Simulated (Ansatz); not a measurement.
Band transport in SiO$_{2}$

The calculation used DFT LDA, scalar-relativistic, plane waves, PAW (Ansatz). Cutoff 420 eV, 6×6×4 k-points (Γ-centred), Gaussian smearing of 0.02 eV. No spin polarisation.

Equilibrium structure at this level:
```
CELL_PARAMETERS angstrom
5.03870 0.00000 0.00000
-2.51935 4.36364 0.00000
0.00000 0.00000 5.52485
ATOMIC_POSITIONS crystal
Si 0.00000 0.50000 0.33333
Si 0.50000 0.50000 0.66667
Si 0.50000 0.00000 0.00000
O 0.58439 0.79220 0.83333
O 0.79220 0.58439 0.50000
O 0.79220 0.20780 0.16667
O 0.41561 0.20780 0.83333
O 0.20780 0.41561 0.50000
O 0.20780 0.79220 0.16667
```

Constant relaxation time and rigid bands. The levels are interpolated over the whole zone and filled by a Fermi function at the stated temperature, with the chemical potential set by the electron count. The Kohn–Sham gap on the mesh is 5.50 eV and isn't corrected.

Task: Give the Seebeck coefficient (μV/K; xx, yy, zz) and the conductivity masses (m_e; principal values, sorted) at 600 K against doping (cm⁻³).

Result:
| doping | S | m* |
| --- | --- | --- |
| n 1e18 | -503 -503 -503 | 0.54 0.56 0.56 |
| n 1e19 | -307 -307 -307 | 0.54 0.56 0.56 |
| n 1e20 | -130 -130 -131 | 0.55 0.57 0.57 |
| n 1e21 | -34 -34 -34 | 0.62 0.66 0.66 |
| p 1e18 | 846 846 854 | 2.62 5.87 5.87 |
| p 1e19 | 648 648 656 | 2.62 5.88 5.88 |
| p 1e20 | 449 449 457 | 2.63 5.90 5.90 |
| p 1e21 | 253 253 258 | 2.67 6.12 6.12 |

Task: At 10¹⁸ cm⁻³, which carrier is lighter?

Result: Electrons, 0.55 against 4.15 m_e (harmonic means of the principal values).

This form isn't the usual stable structure of the compound.

Cost: 1 run of about 36 core-minutes, on Oxide Virtual Turin-like Processor (Zen 5) (shared hosts).